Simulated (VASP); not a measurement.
Input of a VASP 6.6.1 run:

The input INCAR:

```
  PREC = Accurate
  ENCUT = 350
  EDIFF = 1E-7
  ISMEAR = 0
  SIGMA = 0.1
  LREAL = False
  LASPH = True
  NELM = 100
  ALGO = Normal
  ISIF = 3
  LWAVE = False
  LCHARG = False
  GGA = PE
  IBRION = 2
  NSW = 80
  EDIFFG = -0.002
```

KPOINTS

```
Automatic mesh
0
Gamma
  18 18 18
```

Contents of POSCAR:

```
Al
1.0
    0.0000000000      2.0248050000      2.0248050000
    2.0248050000      0.0000000000      2.0248050000
    2.0248050000      2.0248050000      0.0000000000
Al
1
Direct
    0.0000000000      0.0000000000      0.0000000000
```

Potentials or basis: VASP PAW PBE potentials, release 64 (Al).

Command:

```sh
$ cat potpaw_PBE.64/Al/POTCAR > POTCAR
$ mpirun -np 1 vasp_std > vasp.out
```

(1) Estimate the band gap on the k mesh.

(2) Estimate the space group after relaxing (to 0.05 Å).

Results:

(1) none (metal or under the smearing width).

(2) Fm-3m (No. 225).
